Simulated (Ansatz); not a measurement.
Reactions of Ge2H8Si (`[GeH3][SiH2][GeH3]`).

Calculated with Ansatz (gas phase, PBE0-D4/def2-TZVP geometries, no zero-point term in ΔE). CBS: MP2 limit from def2 TZ/QZ plus the TZ coupled-cluster correction, frozen cores. This one scheme is used for every species. Elements past krypton have def2 core potentials. For Ge, Te outer-core shells are correlated without core-valence functions, which leaves a few kJ/mol of doubt a bond. Scalar relativity is left out up to krypton. Each species was taken in one conformer, which may not be the lowest.

(1) Order these by ΔE at CCSD(T)/CBS, lowest first. (Estimate.)
A. `[GeH3][SiH2][GeH3]` + `F[C@H]1C[C@@H]1F` → `F[C@H]1C[C@@H]1[GeH3]` + `F[SiH2][GeH3]`
B. `[GeH3][SiH2][GeH3]` + `OC[TeH]` → `OC[Te][GeH3]` + `[SiH3][GeH3]`
C. `[GeH3][SiH2][GeH3]` + H₂ → `[SiH3][GeH3]` + GeH₄
D. `[GeH3][SiH2][GeH3]` + trifluoromethane → `F[C](F)(F)[GeH3]` + `[SiH3][GeH3]`
E. `[GeH3][SiH2][GeH3]` + `CO[SiH2]S` → `CO[SiH2][S][GeH3]` + `[SiH3][GeH3]`
F. `[GeH3][SiH2][GeH3]` + `[OH][GeH3]` → `[GeH3][O][GeH3]` + `[SiH3][GeH3]`

Largest T1 diagnostic: 0.012, for `F[C](F)(F)[GeH3]`.

Answers

(1) A (-179.1 kJ/mol), B (-41.4 kJ/mol), E (-30.2 kJ/mol), F (-7.3 kJ/mol), C (+4.4 kJ/mol), D (+64.2 kJ/mol).
